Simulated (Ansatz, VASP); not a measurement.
## ZnO in VASP and in Ansatz

The input INCAR:

```
SYSTEM = ZnO
PREC = Accurate ; ENCUT = 520
EDIFF = 1E-7 ; ISMEAR = 0
SIGMA = 0.05 ; LREAL = .False.
LASPH = .True. ; NELM = 60
ALGO = Normal ; ISIF = 2
LWAVE = .False. ; LCHARG = .False.
GGA = PS ; NBANDS = 26
```

Contents of KPOINTS:

```
regular mesh
0
Gamma
  9 9 6
  0 0 0
```

POSCAR

```
ZnO
1.0
    3.0869287877      0.0000000000      0.0000000000
   -1.5434643938      2.6733587498      0.0000000000
    0.0000000000      0.0000000000      5.0737050000
Zn O
2 2
Direct
    0.3333333333      0.6666666667      0.0000000000
    0.6666666667      0.3333333333      0.5000000000
    0.3333333333      0.6666666667      0.3821000000
    0.6666666667      0.3333333333      0.8821000000
```

Input for Ansatz:

```yaml
crystal:
  lattice:
    - [3.0869287877, 0.0, 0.0]
    - [-1.5434643938, 2.6733587498, 0.0]
    - [0.0, 0.0, 5.073705]
  atoms:
    - { symbol: Zn, position: [0.3333333333, 0.6666666667, 0.0] }
    - { symbol: Zn, position: [0.6666666667, 0.3333333333, 0.5] }
    - { symbol: O, position: [0.3333333333, 0.6666666667, 0.3821] }
    - { symbol: O, position: [0.6666666667, 0.3333333333, 0.8821] }
basis:
  ecutwfc: 420
kpoints:
  mp_grid: { grid: [9, 9, 6] }
hamiltonian:
  xc: pbesol
scf:
  occupations: { method: gaussian, width: 0.05 }
output:
  forces: true
  stress: true
  eigenvalues: true
```

Change from the starting cell: strain -0.050 along x and y, -0.025 along z, atoms carried along.

Alike in both runs: task single point; functional PBEsol; k mesh 9 × 9 × 6; occupations gaussian, width 0.05 eV; no spin polarisation.

```csv
,VASP,Ansatz
version,VASP 6.6.1,Ansatz 0.2.0
potentials or method,"VASP PAW PBE potentials, release 64 (Zn, O)","scalar-relativistic, plane waves, PAW"
plane-wave cutoff (eV),520,420
valence electrons in the cell,36,36
```

```tsv
	VASP	Ansatz	Ansatz less VASP
gap on the k mesh at the Fermi level (eV)	0.82	0.82	+0.006
least direct gap on the mesh (eV)	0.82	0.82	+0.006
pressure (GPa)	24.2	22.5	-1.71
largest component of the traceless stress (GPa)	6.18	5.96	-0.224
rms of the force components (eV/Å)	0.257	0.245	-0.0120
```

Atom by atom the forces differ by 0.012 eV/Å (rms over components). The functional is the same, so the differences come from potentials, cutoffs and numerics.

Caveats: so large a pressure means that the cell lies far from this level's equilibrium, or that cutoff or potentials fall short (VASP); the potentials were made for another functional, which shifts forces and pressure (VASP).
